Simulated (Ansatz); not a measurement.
**TiAl (P4/mmm), symmetry broken, then relaxed**

All numbers below come from Ansatz 0.2.0, DFT PBE, scalar-relativistic, plane waves, PAW. Settings: plane waves to 420 eV, k-mesh 12×8×8 (Γ-centred), Gaussian smearing 0.15 eV. No spin polarisation. Energies are free energies at this smearing, counted from the undisturbed cell; pressure is positive in compression.

The undisturbed cell (relaxed at this level; it needn't be the usual structure):

```
CELL_PARAMETERS angstrom
-2.82209 0.00000 0.00000
0.00000 2.82209 4.07677
0.00000 2.82209 -4.07677
ATOMIC_POSITIONS crystal
Ti 0.00000 0.00000 0.00000
Ti 0.00000 0.50000 0.50000
Al 0.50000 0.50000 0.00000
Al 0.50000 0.00000 0.50000
```

The atoms are displaced (Å, in the unstrained cell):

| atom | ux | uy | uz |
| --- | --- | --- | --- |
| Ti1 | -0.122 | -0.104 | 0.192 |
| Ti2 | -0.122 | -0.104 | 0.192 |
| Al3 | 0.122 | 0.104 | -0.192 |
| Al4 | 0.122 | 0.104 | -0.192 |

Cell and atoms are then relaxed.

Question: Does the relaxation return to the undisturbed structure?

Answer: Yes (up to a choice of domain or origin): same space group and volume, and an energy 0.0 meV/atom from it. The disturbance itself cost 387.3 meV/atom. The final space group reads P4/mmm (tolerance 0.05 Å) and the volume changes by 0.07 %.

Final structure:

```xyz
4
Lattice="-2.8282 -0.0005 0.0000 0.0006 2.8244 4.0675 0.0005 2.8244 -4.0675" Properties=species:S:1:pos:R:3 pbc="T T T"
Ti    0.0010    5.6488    0.0000
Ti    0.0005    2.8244    0.0000
Al   -1.4138    1.4120    2.0338
Al   -1.4138    1.4119   -2.0338
```

The relaxation, step by step (energy from the first step; small jumps at an unchanged geometry come where the plane waves are selected anew for the new cell):

```
step  ΔE (meV/atom) largest force component (eV/Å) pressure (GPa)
   1            0.0                           2.991            9.79
   2         -313.5                           0.885            7.30
   3         -374.3                           0.374            1.25
   4         -387.1                           0.006            0.12
   5         -387.3                           0.000           -0.07
   6         -387.3                           0.000           -0.07
```

Frames along the relaxation (Å, eV/Å):

```xyz
4
Lattice="-2.822 0.000 0.000 0.000 2.822 4.077 0.000 2.822 -4.077" Properties=species:S:1:pos:R:3:forces:R:3 pbc="T T T" step=1
Ti   -2.944   -0.104    0.192    1.542    1.353   -2.991
Ti   -2.944    2.718    0.192    1.542    1.353   -2.991
Al   -1.289    1.515    1.846   -1.542   -1.353    2.991
Al   -1.289    1.515   -2.230   -1.542   -1.353    2.991
4
Lattice="-2.810 0.025 -0.042 0.035 2.863 3.961 -0.085 2.754 -3.885" Properties=species:S:1:pos:R:3:forces:R:3 pbc="T T T" step=2
Ti   -2.855   -0.014    0.008    0.605    0.538   -0.885
Ti   -2.880    2.794    0.046    0.605    0.538   -0.885
Al   -1.342    1.483    1.910   -0.605   -0.538    0.885
Al   -1.402    1.429   -2.013   -0.605   -0.538    0.885
4
Lattice="-2.843 0.028 -0.014 -0.008 2.856 4.002 -0.049 2.820 -3.977" Properties=species:S:1:pos:R:3:forces:R:3 pbc="T T T" step=3
Ti   -2.861    0.011    0.014    0.194    0.183   -0.374
Ti   -2.890    2.849    0.027    0.194    0.183   -0.374
Al   -1.407    1.459    1.965   -0.194   -0.183    0.374
Al   -1.428    1.441   -2.024   -0.194   -0.183    0.374
4
Lattice="-2.819 0.006 -0.001 -0.004 2.818 4.087 -0.008 2.814 -4.084" Properties=species:S:1:pos:R:3:forces:R:3 pbc="T T T" step=4
Ti   -2.820    0.006   -0.001    0.006    0.006   -0.006
Ti   -2.826    2.822    0.000    0.006    0.006   -0.006
Al   -1.411    1.413    2.042   -0.006   -0.006    0.006
Al   -1.413    1.411   -2.043   -0.006   -0.006    0.006
4
Lattice="-2.828 -0.001 0.000 0.001 2.824 4.068 0.000 2.824 -4.068" Properties=species:S:1:pos:R:3:forces:R:3 pbc="T T T" step=5
Ti   -2.828   -0.001    0.000    0.000    0.000    0.000
Ti   -2.828    2.824    0.000    0.000    0.000    0.000
Al   -1.414    1.412    2.034    0.000    0.000    0.000
Al   -1.414    1.412   -2.034    0.000    0.000    0.000
4
Lattice="-2.828 -0.001 0.000 0.001 2.824 4.068 0.000 2.824 -4.068" Properties=species:S:1:pos:R:3:forces:R:3 pbc="T T T" step=6
Ti   -2.828   -0.001    0.000    0.000    0.000    0.000
Ti   -2.828    2.824    0.000    0.000    0.000    0.000
Al   -1.414    1.412    2.034    0.000    0.000    0.000
Al   -1.414    1.412   -2.034    0.000    0.000    0.000
```

Cost: 3 runs of about 11 core-minutes in all, on Intel Xeon Processor @ 2.50GHz (Skylake/Cascade Lake) (shared hosts).